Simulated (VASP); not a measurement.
# Te2Pt (Moncheite) (P-3m1) in VASP: a series of runs

The runs below take Te2Pt (Moncheite) through relaxation of cell and atoms, with PBE+D3(BJ), PBE.

Everything below comes from runs of VASP 6.6.1. Logs are shortened: lines on timing, memory, paths and dates and some standing lists are left out, and cuts for length are marked.

**1. The structure**

Symmetry: P-3m1, No. 164, trigonal system. Conventional cell: a = 4.052 Å, b = 4.052 Å, c = 5.073 Å, α = 90.00°, β = 90.00°, γ = 120.00°. Around Te (site symmetry 3m) lie 3 Pt at 2.71 Å. Pt (site symmetry -3m) has 6 Te at 2.71 Å as nearest neighbours.

**2. Relaxation of cell and atoms, PBE+D3(BJ)**

Input file INCAR:

```
SYSTEM = Te2Pt
  ALGO = Normal
  EDIFF = 1E-7
  EDIFFG = -0.005
  ENCUT = 600
  GGA = PE
  IBRION = 2
  ISIF = 3
  ISMEAR = 1
  IVDW = 12
  KPAR = 4
  LASPH = .True.
  LCHARG = .False.
  LREAL = .False.
  LWAVE = .False.
  NELM = 80
  NSW = 90
  PREC = Accurate
  SIGMA = 0.1
```

Input file KPOINTS:

```
k-points
0
Gamma
  12 12 7
  0 0 0
```

Input file POSCAR:

```
Te2Pt                                   
1.0
    4.0518917709      0.0000000000      0.0000000000
   -2.0259458854      3.5090412070      0.0000000000
    0.0000000000      0.0000000000      5.0731660974
  Te              Pt            
     2     1
Direct
     0.3333333332999970    0.6666666667000030    0.2678628109573631
     0.6666666667000030    0.3333333332999970    0.7321371890426371
     0.0000000000000000    0.0000000000000000    1.0000000000000000
```

Potentials or basis: VASP PAW PBE potentials, release 64 (Te, Pt).

Run with:

```
$ cat potpaw_PBE.64/Te/POTCAR potpaw_PBE.64/Pt/POTCAR > POTCAR
$ mpirun -np 4 vasp_std > vasp.out
```

OUTCAR:

```text
SYSTEM = Te2Pt
   EDIFF = 1E-7
   EDIFFG = -0.005
   ENCUT = 600
   GGA = PE
   IBRION = 2
   ISIF = 3
   ISMEAR = 1
   IVDW = 12
   LASPH = .True.
   LREAL = .False.
   NELM = 80
   NSW = 90
   PREC = Accurate
 IVDW          = 12

 ion  position               nearest neighbor table
   1  0.333  0.667  0.268-   3 2.71   3 2.71   3 2.71   2 3.32   2 3.32   2 3.32   2 3.59   2 3.59
                             2 3.59
   2  0.667  0.333  0.732-   3 2.71   3 2.71   3 2.71   1 3.32   1 3.32   1 3.32   1 3.59   1 3.59
                             1 3.59
   3  0.000  0.000  0.000-   1 2.71   2 2.71   1 2.71   2 2.71   2 2.71   1 2.71

  LATTYP: Found a hexagonal cell.
 ALAT       =     4.0518917709
 C/A-ratio  =     1.2520487674

  Lattice vectors:

 A1 = (   4.0518917709,   0.0000000000,   0.0000000000)
 A2 = (  -2.0259458854,   3.5090412070,   0.0000000000)
 A3 = (   0.0000000000,   0.0000000000,   5.0731660974)

Analysis of symmetry for initial positions (statically):
=====================================================================
 Subroutine PRICEL returns:
 Original cell was already a primitive cell.

 Routine SETGRP: Setting up the symmetry group for a
 hexagonal supercell.

 Subroutine GETGRP returns: Found 12 space group operations
 (whereof 12 operations were pure point group operations)
 out of a pool of 24 trial point group operations.

The static configuration has the point symmetry D_3d.

Analysis of symmetry for dynamics (positions and initial velocities):
=====================================================================
 Subroutine PRICEL returns:
 Original cell was already a primitive cell.

 Routine SETGRP: Setting up the symmetry group for a
 hexagonal supercell.

 Subroutine GETGRP returns: Found 12 space group operations
 (whereof 12 operations were pure point group operations)
 out of a pool of 24 trial point group operations.

The dynamic configuration has the point symmetry D_3d.

 Subroutine INISYM returns: Found 12 space group operations
 (whereof 12 operations are pure point group operations),
 and found     1 'primitive' translations

----------------------------------------------------------------------------------------

                                     Primitive cell

  volume of cell :      72.1316

  direct lattice vectors                    reciprocal lattice vectors
     4.051891771  0.000000000  0.000000000     0.246798300  0.142489065  0.000000000
    -2.025945885  3.509041207  0.000000000     0.000000000  0.284978130  0.000000000
     0.000000000  0.000000000  5.073166097     0.000000000  0.000000000  0.197115565

  length of vectors
     4.051891771  4.051891771  5.073166097     0.284978130  0.284978130  0.197115565

  position of ions in fractional coordinates (direct lattice)
     0.333333333  0.666666667  0.267862811
     0.666666667  0.333333333  0.732137189
     0.000000000  0.000000000  0.000000000

  ion indices of the primitive-cell ions
   primitive index   ion index
                 1           1
                 2           2
                 3           3

----------------------------------------------------------------------------------------

 KPOINTS: k-points

Automatic generation of k-mesh.
 Grid dimensions read from file:
 generate k-points for:   12   12    7

 Generating k-lattice:

  Cartesian coordinates                     Fractional coordinates (reciprocal lattice)
     0.020566525  0.011874089  0.000000000     0.083333333  0.000000000  0.000000000
     0.000000000  0.023748177  0.000000000     0.000000000  0.083333333  0.000000000
     0.000000000  0.000000000  0.028159366     0.000000000  0.000000000  0.142857143

  Length of vectors
     0.023748177  0.023748177  0.028159366

  Shift w.r.t. Gamma in fractional coordinates (k-lattice)
     0.000000000  0.000000000  0.000000000

 Subroutine IBZKPT returns following result:
 ===========================================

 Found    112 irreducible k-points:

 Following reciprocal coordinates:
            Coordinates               Weight
  0.000000  0.000000  0.000000      1.000000
  0.083333  0.000000  0.000000      6.000000
  0.166667  0.000000  0.000000      6.000000
  0.250000  0.000000  0.000000      6.000000
  0.333333  0.000000  0.000000      6.000000
  0.416667  0.000000  0.000000      6.000000
[... 16 lines left out ...]
  0.166667  0.000000  0.142857      6.000000
  0.000000  0.166667  0.142857      6.000000
 [... further k-points ...]
   k-points           NKPTS =    112   k-points in BZ     NKDIM =    112   number of bands    NBANDS=     15
   number of dos      NEDOS =    301   number of ions     NIONS =      3
   total plane-waves  NPLWV =  43008
   dimension x,y,z NGX =    32 NGY =   32 NGZ =   42
   dimension x,y,z NGXF=    64 NGYF=   64 NGZF=   84
   ions per type =               2   1
   NGX,Y,Z   is equivalent  to a cutoff of  13.13, 13.13, 13.76 a.u.
   NGXF,Y,Z  is equivalent  to a cutoff of  26.26, 26.26, 27.53 a.u.
 SYSTEM =  Te2Pt
   PREC   = accura    normal or accurate (medium, high low for compatibility)
   ISTART =      0    job   : 0-new  1-cont  2-samecut
   ICHARG =      2    charge: 1-file 2-atom 10-const
   ISPIN  =      1    spin polarized calculation?
   LNONCOLLINEAR =      F non collinear calculations
   LSORBIT =      F    spin-orbit coupling
   LASPH  =      T    aspherical Exc in radial PAW
   ENCUT  =  600.0 eV  44.10 Ry    6.64 a.u.   8.09  8.09 10.13*2*pi/ulx,y,z
   NELM   =     80;   NELMIN=  2; NELMDL= -5     # of ELM steps
   EDIFF  = 0.1E-06   stopping-criterion for ELM
   LREAL  =      F    real-space projection
   EDIFFG = -.5E-02   stopping-criterion for IOM
   NSW    =     90    number of steps for IOM
   IBRION =      2    ionic relax: 0-MD 1-quasi-New 2-CG
   NFREE  =      1    steps in history (QN), initial steepest desc. (CG)
   ISIF   =      3    stress and relaxation
   ISYM   =      2    0-nonsym 1-usesym 2-fastsym
   POTIM  = 0.5000    time-step for ionic-motion
   TEBEG  =    0.0;   TEEND  =   0.0 temperature during run
   PSTRESS=    0.0 pullay stress
   NELECT =      22.0000    total number of electrons
   NUPDOWN=      -1.0000    fix difference up-down
   EMIN   =  10.00;   EMAX   =-10.00  energy-range for DOS
   EFERMI =   0.00;   METHOD = LEGACY
   ISMEAR =     1;   SIGMA  =   0.10  broadening in eV -4-tet -1-fermi 0-gaus
   EFERMI_NEDOS =   21; number of points for ismear=-14 and -15
   IALGO  =     38    algorithm
   IMIX   =      4    mixing-type and parameters
     AMIX     =   0.40;   BMIX     =  1.00
     AMIX_MAG =   1.60;   BMIX_MAG =  1.00
  volume/ion in A,a.u.               =      24.04       162.26
  Fermi-wavevector in a.u.,A,eV,Ry     =   1.101981  2.082441 16.522386  1.214361
  Thomas-Fermi vector in A             =   2.238416
   LORBIT       =      0    0 simple, 1 ext, 2 COOP (PROOUT), +10 PAW based schemes
   GGA     = PE    functional components
   LHFCALC =     F    Hartree Fock is set to
   AEXX    =    0.0000 exact exchange contribution
   IVDW    =    12    specifies the selected vdW correction
   LEPSILON=     F    determine dielectric tensor
   LRPA    =     F    only Hartree local field effects (RPA)
 conjugate gradient relaxation of ions
 non-spin polarized calculation
 Methfessel and Paxton  Order N= 1 SIGMA  =   0.10
  energy-cutoff  :      600.00
  volume of cell :       72.13
 maximum number of plane-waves:      2424
   NGX = 17   NGY = 17   NGZ = 21

--------------------------------------- Ionic step        1  -------------------------------------------

 number of electron      21.9999998 magnetization

 Free energy of the ion-electron system (eV)
  ---------------------------------------------------
  ext. energy  EPLUGINS =         0.00000000
  ---------------------------------------------------
  free energy    TOTEN  =       -13.51341216 eV

  energy without entropy =      -13.51426746  energy(sigma->0) =      -13.51369726

------------------------ aborting loop because EDIFF is reached ----------------------------------------

 Edisp (eV)   -1.70544

 E8    (eV) :    -0.7828

  FORCE on cell =-STRESS in cart. coord.  units (eV):
  Direction    XX          YY          ZZ          XY          YZ          ZX
  --------------------------------------------------------------------------------------
  -------------------------------------------------------------------------------------
  Total      -0.00777    -0.00777     0.02529    -0.00000     0.00000    -0.00000
  in kB      -0.17265    -0.17265     0.56173    -0.00000     0.00000    -0.00000
  external pressure =        0.07 kB  Pullay stress =        0.00 kB
[... 63 lines left out ...]
  energy  without entropy=      -15.2197159995  energy(sigma->0) =      -15.21914786

--------------------------------------- Ionic step        3  -------------------------------------------

 number of electron      21.9999998 magnetization

 Free energy of the ion-electron system (eV)
  ---------------------------------------------------
  ext. energy  EPLUGINS =         0.00000000
  ---------------------------------------------------
  free energy    TOTEN  =       -13.51416389 eV

  energy without entropy =      -13.51501092  energy(sigma->0) =      -13.51444623

 E-fermi :   8.9073     XC(G=0): -10.6408

 val. band max:        8.8965139279   @ k =   0.1667   0.1667   0.0000
 cond. band min:       8.9173194994   @ k =   0.0000   0.3333   0.1429
 fundamental gap:      0.0208055715
 Fermi energy:         8.9073344050

 k-point     1 :       0.0000    0.0000    0.0000
  band No.  band energies     occupation
      1      -5.2111      2.00000
      2      -1.5602      2.00000
      3       2.1410      2.00000
      4       3.2407      2.00000
      5       3.2407      2.00000
      6       5.2037      2.00000
      7       5.2037      2.00000
      8       6.2501      2.00000
      9       8.4195      2.00000
     10       8.4195      2.00000
     11       9.6599     -0.00000
     12       9.6599     -0.00000
     13      10.5208     -0.00000
     14      11.4990      0.00000
     15      13.1081      0.00000
[... 397 lines left out ...]
 k-point    24 :       0.0000    0.1667    0.1429
  band No.  band energies     occupation
      1      -4.8192      2.00000
      2      -2.0111      2.00000
      3       2.5340      2.00000
      4       3.3522      2.00000
      5       3.7958      2.00000
      6       4.6986      2.00000
      7       5.1097      2.00000
      8       5.8113      2.00000
      9       7.0216      2.00000
     10       7.9975      2.00000
     11       9.3314     -0.00000
     12       9.6540     -0.00000
     13      10.2066     -0.00000
     14      12.6858      0.00000
     15      13.2868      0.00000

 [... further k-points ...]

------------------------ aborting loop because EDIFF is reached ----------------------------------------

 Edisp (eV)   -1.70471

 E8    (eV) :    -0.7825

  FORCE on cell =-STRESS in cart. coord.  units (eV):
  Direction    XX          YY          ZZ          XY          YZ          ZX
  --------------------------------------------------------------------------------------
  -------------------------------------------------------------------------------------
  Total       0.00607     0.00607     0.00278     0.00000     0.00000    -0.00000
  in kB       0.13467     0.13467     0.06166     0.00000     0.00000    -0.00000
  external pressure =        0.11 kB  Pullay stress =        0.00 kB
[... 18 lines left out ...]
  FREE ENERGIE OF THE ION-ELECTRON SYSTEM (eV)
  ---------------------------------------------------
  free  energy   TOTEN  =       -15.2188723965 eV

  energy  without entropy=      -15.2197194231  energy(sigma->0) =      -15.21915474

 reached required accuracy - stopping structural energy minimisation
```

Run time: 31 s. Hardware: 4 MPI ranks of Intel Xeon 6975P-C (Granite Rapids), shared host; peak memory 0.33 GiB.

Results:

```
Free energy                            : -15.2189 eV
Relaxed volume                         : 24.05 Å³/atom
Relaxed cell                           : a = 4.051 Å, b = 4.051 Å, c = 5.078 Å, α = 90.00°, β = 90.00°, γ = 120.00°
Space group after relaxing (to 0.05 Å) : P-3m1 (No. 164)
Energy gained by relaxing              : 0.0 meV/atom
Ionic steps                            : 3
Pressure after relaxing                : 0.0 GPa
Band gap on the k mesh                 : none (metal or under the smearing width)
Dispersion energy per atom             : -0.568 eV
```

Final structure:
```
Te Pt
1.0
     4.05060    0.00000    0.00000
    -2.02530    3.50792    0.00000
     0.00000    0.00000    5.07845
Te Pt
2 1
Direct
  0.33333 0.66667 0.26773
  0.66667 0.33333 0.73227
  0.00000 0.00000 0.00000
```

Caveat: pairwise dispersion overbinds metals, which lowers pressure and volume. The run has no spin-orbit coupling, so splittings on Pt, Te are missing.

**3. Relaxation of cell and atoms, PBE**

This run uses another cell than the first one, of 24.14 Å³/atom, 1.004 times its volume.

Input file INCAR:

```
PREC     = Accurate       # precision mode
ENCUT    = 300            # plane-wave cutoff, eV
EDIFF    = 1E-6           # SCF threshold, eV
ISMEAR   = 1              # smearing method
SIGMA    = 0.1            # smearing width, eV
LREAL    = False          # projectors in reciprocal space
LASPH    = True           # aspherical terms in the spheres
NELM     = 80             # most SCF steps
ALGO     = Normal         # electronic algorithm
ISIF     = 3              # what is computed and relaxed
LWAVE    = False          # write WAVECAR
LCHARG   = False          # write CHGCAR
GGA      = PE             # functional
IBRION   = 2              # ionic algorithm
NSW      = 90             # ionic steps
EDIFFG   = -0.01          # ionic threshold
```

Input file KPOINTS:

```
regular mesh
0
Gamma
  6 6 4
```

Input file POSCAR:

```
Te2Pt
1.0
    4.0100000000      0.0000000000      0.0000000000
   -2.0050000000      3.4727618692      0.0000000000
    0.0000000000      0.0000000000      5.2010000000
Te Pt
2 1
Direct
    0.3333333333      0.6666666667      0.2500000000
    0.6666666667      0.3333333333      0.7500000000
    0.0000000000      0.0000000000      0.0000000000
```

Potentials or basis: VASP PAW PBE potentials, release 64 (Te, Pt).

Run with:

```
$ cat potpaw_PBE.64/Te/POTCAR potpaw_PBE.64/Pt/POTCAR > POTCAR
$ mpirun -np 1 vasp_std > vasp.out
```

It took 44 s on 1 thread of Intel Xeon 6975P-C (Granite Rapids), shared host; peak memory 0.15 GiB.

Results (log left out):

```yaml
Free_energy: -13.5747 eV
Relaxed_volume: 25.95 Å³/atom
Relaxed_cell: a = 4.083 Å, b = 4.083 Å, c = 5.392 Å, α = 90.00°, β = 90.00°, γ = 120.00°
Space_group_after_relaxing_to_0.05_Å: P-3m1 (No. 164)
Energy_gained_by_relaxing: 47.3 meV/atom
Ionic_steps: 14
Pressure_after_relaxing: 0.0 GPa
Largest_force_after_relaxing: 0.005 eV/Å
Band_gap_on_the_k_mesh: none (metal or under the smearing width)
```

Forces in eV/Å, atoms in the order of the input:
```
Te   0.000  0.000  0.005
Te   0.000  0.000 -0.005
Pt   0.000  0.000  0.000
```

Step by step:
```csv
step,energy change (eV),largest force (eV/Å),pressure (GPa),volume (Å³)
1,0.0000,1.0414,8.25,72.43
2,0.1607,0.9612,-8.39,86.25
3,-0.1383,0.0351,-0.29,77.54
4,-0.1384,0.0609,-0.09,77.37
5,-0.1384,0.0771,0.07,77.27
6,-0.1406,0.0332,0.11,77.27
7,-0.1415,0.0186,0.16,77.26
8,-0.1415,0.0505,-0.17,77.57
9,-0.1415,0.0368,-0.05,77.43
10,-0.1417,0.0262,-0.01,77.51
11,-0.1419,0.0046,0.04,77.74
12,-0.1419,0.0106,0.05,77.78
13,-0.1419,0.0080,-0.10,78.00
14,-0.1419,0.0050,-0.03,77.84
```

Final structure:
```cif
data_structure
_symmetry_space_group_name_H-M 'P 1'
_symmetry_Int_Tables_number 1
_cell_length_a 4.0831
_cell_length_b 4.0831
_cell_length_c 5.3916
_cell_angle_alpha 90.000
_cell_angle_beta 90.000
_cell_angle_gamma 120.000
_cell_volume 77.84
loop_
_atom_site_label
_atom_site_type_symbol
_atom_site_fract_x
_atom_site_fract_y
_atom_site_fract_z
_atom_site_occupancy
Te1 Te 0.33333 0.66667 0.25304 1
Te2 Te 0.66667 0.33333 0.74697 1
Pt1 Pt 0.00000 0.00000 0.00000 1
```

Levels at points of the mesh, in eV from the Fermi level:
```tsv
k point	band 9	band 10	band 11	band 12	band 13	band 14
(0.00, 0.00, 0.00)	-0.47	-0.47	1.10	1.10	1.27	2.93
(0.50, 0.00, 0.00)	-3.26	-3.15	-2.78	0.20	2.32	3.68
(0.00, 0.00, 0.50)	-1.49	-1.02	-1.02	2.08	2.08	4.12
(0.50, 0.00, 0.50)	-3.10	-2.32	-0.78	0.59	1.25	3.90
```

**4. Relaxation of cell and atoms, PBE**

This run uses another cell than the first one, of 25.95 Å³/atom, 1.079 times its volume.

INCAR: that of step 3 with these lines changed.

```diff
@@ -2,3 +2,3 @@
 ENCUT    = 300            # plane-wave cutoff, eV
-EDIFF    = 1E-6           # SCF threshold, eV
+EDIFF    = 1E-7           # SCF threshold, eV
 ISMEAR   = 1              # smearing method
@@ -15,2 +15,2 @@
 NSW      = 90             # ionic steps
-EDIFFG   = -0.01          # ionic threshold
+EDIFFG   = -0.005         # ionic threshold
```

KPOINTS is that of step 3.

Input file POSCAR:

```
Te2Pt                                   
1.0
    4.0831114450     -0.0000000000     -0.0000000000
   -2.0415557225      3.5360782379      0.0000000000
   -0.0000000000      0.0000000000      5.3915627498
  Te              Pt            
     2     1
Direct
     0.3333333332999970    0.6666666667000030    0.2530349493210604
     0.6666666667000030    0.3333333332999970    0.7469650506789397
     0.0000000000000000    0.0000000000000000    0.0000000000000000
```

Run with:

```
$ cat potpaw_PBE.64/Te/POTCAR potpaw_PBE.64/Pt/POTCAR > POTCAR
$ mpirun -np 1 vasp_std > vasp.out
```

Run time: 24 s. Hardware: 1 thread of Intel Xeon 6975P-C (Granite Rapids), shared host; peak memory 0.14 GiB.

It converged, with:

```yaml
Free_energy: -13.5798 eV
Relaxed_volume: 25.91 Å³/atom
Relaxed_cell: a = 4.081 Å, b = 4.081 Å, c = 5.390 Å, α = 90.00°, β = 90.00°, γ = 120.00°
Space_group_after_relaxing_to_0.05_Å: P-3m1 (No. 164)
Energy_gained_by_relaxing: 0.0 meV/atom
Ionic_steps: 8
Pressure_after_relaxing: 0.0 GPa
Band_gap_on_the_k_mesh: none (metal or under the smearing width)
```

Final structure:
```
Te Pt
1.0
     4.08080    0.00000    0.00000
    -2.04040    3.53407    0.00000
     0.00000    0.00000    5.38983
Te Pt
2 1
Cartesian
  0.0000 2.3561 1.3655
  2.0404 1.1780 4.0243
  0.0000 0.0000 0.0000
```

Levels at points of the mesh, in eV from the Fermi level:
```
           k point  band 8  band 9  band 10  band 11  band 12  band 13  band 14  band 15
(0.00, 0.00, 0.00)   -2.57   -0.47    -0.47     1.10     1.10     1.28     2.93     3.96
(0.50, 0.00, 0.00)   -3.27   -3.26    -3.15    -2.78     0.20     2.32     3.69     5.21
(0.00, 0.00, 0.50)   -2.22   -1.48    -1.02    -1.02     2.09     2.09     4.12     5.12
(0.50, 0.00, 0.50)   -3.27   -3.11    -2.32    -0.78     0.59     1.26     3.91     4.34
```

Spin-orbit coupling is left out, which matters for the levels of Pt, Te.
